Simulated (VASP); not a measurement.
# FeO: equation of state with PBE

The system is FeO.

```
Fe O
1.0
    -1.60210    1.60210    2.08339
     1.60210   -1.60210    2.08339
     1.60210    1.60210   -2.08339
Fe O
1 1
Cartesian
  0.0000 0.0000 0.0000
  0.0000 0.0000 2.0834
```

The cell comes from a database or a generator and needn't be the stable form of this composition.

```json
{"Program": "VASP 6.6.1", "Task": "equation of state", "Functional": "PBE", "Potentials or basis": "VASP PAW PBE potentials, release 64 (Fe, O)", "Cutoff": "520 eV", "k mesh": "12 × 12 × 12", "Occupations": "fermi-dirac, width 0.05 eV", "Spin": "collinear spin, ferromagnetic start", "Starting moments": "[3.0, 0.0] μB"}
```

```
Equilibrium volume                        : 10.15 Å³/atom
Bulk modulus at fixed shape and positions : 182 GPa
Pressure derivative of the bulk modulus   : 4.5
```

Energy against volume, from the lowest point:
```csv
volume (Å³/atom),energy (meV/atom)
10.053,0.00
10.267,0.29
10.481,5.38
10.695,14.74
10.909,27.92
11.123,44.50
11.337,64.09
```

All runs of the series together: 12 min on 1 thread of AMD EPYC 9R45 (Zen 5), on a shared host.

Caveat: the cell was scaled at fixed shape and fractional positions, which overstates the stiffness of a crystal with free parameters, most of all of layers and chains.
